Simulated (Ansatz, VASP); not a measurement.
**GaP, level by level in two programs**

```
Ga P
1.0
     0.00000    2.77870    2.77870
     2.77870    0.00000    2.77870
     2.77870    2.77870    0.00000
Ga P
1 1
Cartesian
  0.0000 0.0000 0.0000
  4.1680 4.1680 4.1680
```

Change from the starting cell: volume scaled by 1.06.

Single points on this cell with VASP 6.6.1 and Ansatz 0.2.0. Each row is one pair of runs. Alike in all rows: spin: off; k mesh: 8 × 8 × 8; smearing: fermi-dirac, width 0.05 eV; VASP's potentials, cutoff: VASP PAW PBE potentials, release 64 (Ga_d, P), 520 eV.

```csv
level,"Ansatz's potentials, cutoff","gap on the k mesh at the Fermi level (eV), VASP","gap on the k mesh at the Fermi level (eV), Ansatz","least direct gap on the mesh (eV), VASP","least direct gap on the mesh (eV), Ansatz","pressure (GPa), VASP","pressure (GPa), Ansatz"
PBE,"JTH PAW, 3600 eV",1.35,1.35,1.35,1.35,-2.0,-2.0
PBE,"Ansatz PAW earlier set, 1300 eV",1.35,1.36,1.35,1.36,-2.0,-2.0
PBE,"SPMS NC, 925 eV",1.35,1.34,1.35,1.34,-2.0,-1.8
PBE,"Ansatz PAW, 420 eV",1.35,1.35,1.35,1.35,-2.0,-2.0
r2SCAN,"Ansatz PAW, 500 eV",1.84,1.85,1.84,1.86,-4.5,-4.5
PBEsol,"Ansatz PAW, 420 eV",?,1.27,?,1.27,?,-4.8
```

Task: Fill in what VASP gave in row 6.

Result: gap on the k mesh at the Fermi level (eV): 1.28; least direct gap on the mesh (eV): 1.28; pressure (GPa): -4.8.

Caveats: the PAW data sets were made with another functional, which shifts forces and pressure a little (VASP); the PAW data sets come from PBE, with cores solved anew for the run's functional, which leaves a small shift of forces and pressure (Ansatz).
